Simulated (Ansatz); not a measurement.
⁹¹Zr nuclear quadrupole resonance in Zr3N4 under strain

Cell: a structure deposited in the COD, relaxed with PBE at fixed cell and then changed (z compressed by 1 %, ions relaxed).

```yaml
crystal:
  lattice:
    - [-3.37000, 3.37000, 3.33630]
    - [3.37000, -3.37000, 3.33630]
    - [3.37000, 3.37000, -3.33630]
  atoms:
    - { symbol: Zr, position: [0.25000, 0.62358, 0.37358] }
    - { symbol: Zr, position: [0.37642, 0.25000, 0.62642] }
    - { symbol: Zr, position: [0.75000, 0.87642, 0.12642] }
    - { symbol: Zr, position: [0.12358, 0.75000, 0.87358] }
    - { symbol: Zr, position: [0.62500, 0.37500, 0.25000] }
    - { symbol: Zr, position: [0.87500, 0.12500, 0.75000] }
    - { symbol: N, position: [0.14021, 0.13969, 0.13972] }
    - { symbol: N, position: [0.86031, 0.50004, 0.00052] }
    - { symbol: N, position: [0.49996, 0.00049, 0.36028] }
    - { symbol: N, position: [0.99951, 0.85979, 0.49948] }
    - { symbol: N, position: [0.35979, 0.49951, 0.99948] }
    - { symbol: N, position: [0.63969, 0.64021, 0.63972] }
    - { symbol: N, position: [0.00004, 0.36031, 0.50052] }
    - { symbol: N, position: [0.50049, 0.99996, 0.86028] }
```

Sites (sets of like atoms) are named by element and the number of their first atom in this list.

Level of theory: DFT, PBE, plane waves and PAW, scalar-relativistic, 420 eV cutoff, Γ-centred 6×6×6 k-points, Fermi–Dirac smearing 0.02 eV (Ansatz 0.2.0).

⁹¹Zr: I = 5/2, Q = -176.0 mb (year-2017 value). Static lattice, zero field.

Question: Predict the zero-field ⁹¹Zr lines of each site.

Answer: For I = 5/2 and η = 0 the lines are 3|C_Q|/20 and twice that; η pulls their ratio below 2.

```
site       atoms  V_zz (10²¹ V/m²)  C_Q (MHz)     η  line frequencies (MHz)
 Zr1  1, 2, 3, 4              9.67      -41.2  0.17              6.37, 12.3
 Zr5        5, 6              8.09      -34.4  0.00              5.17, 10.3
```

An axis of threefold or higher order runs through Zr5, so V_zz lies along it and η is zero.

Without spin–orbit coupling (the program notes it for Zr) the gradients can shift somewhat, as the gap is small. At this changed cell the PBE pressure is 6 GPa.

The relaxation (4 steps) took 29 s of wall time (1.7 min of CPU time) and 0.86 GiB at its peak, on 4 threads of Intel Xeon Platinum 8259CL CPU @ 2.50GHz (Skylake/Cascade Lake) (x86_64; 16 cores open to the job, memory cap 8.0 GiB, no GPU), a shared host with a load of 0.6 a core.
